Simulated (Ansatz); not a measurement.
Cd₂HgTe₃ (P3m1)

Computed with DFT PBE, scalar-relativistic, plane waves, PAW in Ansatz 0.2.0.

Cutoff 420 eV; k points 12×12×4 on the computed 6-atom cell (Γ-centred); Gaussian smearing, width 0.10 eV; no spin polarisation.

The structure is relaxed at this level of theory with its symmetry kept, and needn't be the ground state of this composition.

```cif
data_structure
_symmetry_space_group_name_H-M 'P3m1'
_symmetry_Int_Tables_number 156
_cell_length_a 4.6900
_cell_length_b 4.6900
_cell_length_c 11.4735
_cell_angle_alpha 90.000
_cell_angle_beta 90.000
_cell_angle_gamma 120.000
_cell_volume 218.56
loop_
_atom_site_label
_atom_site_type_symbol
_atom_site_symmetry_multiplicity
_atom_site_Wyckoff_symbol
_atom_site_fract_x
_atom_site_fract_y
_atom_site_fract_z
_atom_site_occupancy
Cd1 Cd 1 a 0.00000 0.00000 0.00056 1
Cd2 Cd 1 c 0.66667 0.33333 0.33336 1
Hg1 Hg 1 b 0.33333 0.66667 0.66666 1
Te1 Te 1 a 0.00000 0.00000 0.75068 1
Te2 Te 1 b 0.33333 0.66667 0.41565 1
Te3 Te 1 c 0.66667 0.33333 0.08308 1
```

Problem. Formation energy from the elements' standard states (uncorrected)?

Solution. -0.366 eV/atom.

Problem. Kohn–Sham band gap?

Solution. zero, with almost no states at the Fermi level.

Problem. Density of states at the Fermi level?

Solution. 0.0 states/eV per cell.

Problem. Orbital (Löwdin) character within 0.5 eV of the Fermi level?

Solution. Te 5p 90 %.

Problem. Bader charge by site (e)?

Solution. Cd (1 in the cell) 0.52, Cd (1 in the cell) 0.52, Hg (1 in the cell) 0.14, Te (1 in the cell) -0.23, Te (1 in the cell) -0.43, Te (1 in the cell) -0.52.

Spin-orbit coupling is left out, which matters for the bands of heavy elements.

The cell was found from a structure generator's guess, not taken from experiment. Löwdin shares on free-atom orbitals overweight diffuse shells.
